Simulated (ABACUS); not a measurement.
Hg, 1 atom in the cell. The typed cell holds 1 atom: a = 3.286 Å, b = 3.288 Å, c = 3.307 Å, α = 110.33°, β = 111.07°, γ = 108.40°.  The cell isn't the ideal one: cell strained at random at fixed volume.

- Program: ABACUS 3.10.1
- Task: single point
- Functional: PBE
- Potentials or basis: PseudoDojo NC SR 0.4.1 PBE standard
- Cutoff: 1361 eV
- Density cutoff: 5442 eV
- Basis: DZP LCAO (the cutoffs set its grid)
- k mesh: 10 × 10 × 10
- Occupations: fermi-dirac, width 0.05 eV
- Spin: no spin polarisation
- Orbital files: Hg Hg_confined-atom_7au_3s2p2d1f.orb
- Radial cutoff of the potentials (pseudo_rcut): 10 bohr
- SCF threshold on the density: 1e-07
- Max SCF steps: 100
- Eigensolver: genelpa
- Mixing: broyden
- Mixing share: 0.7
- Symmetry key: 1
- Bands: 14

Potentials or basis: PseudoDojo NC SR 0.4.1 PBE standard, DZP LCAO (the cutoffs set its grid).

Command:

```bash
$ OMP_NUM_THREADS=1 mpirun -np 4 abacus > log
```

Hardware: 4 MPI ranks on Intel(R) Xeon(R) CPU @ 2.60GHz (Ice Lake), with other jobs on the host.

Q: Estimate the wall time of this run.

A: Wall time 5.7 s on 4 MPI ranks on Intel(R) Xeon(R) CPU @ 2.60GHz (Ice Lake), on a shared host, peak memory 0.44 GiB a rank. Counts: scf iterations 7, k points 504, bands 14, basis 26, ranks 4.
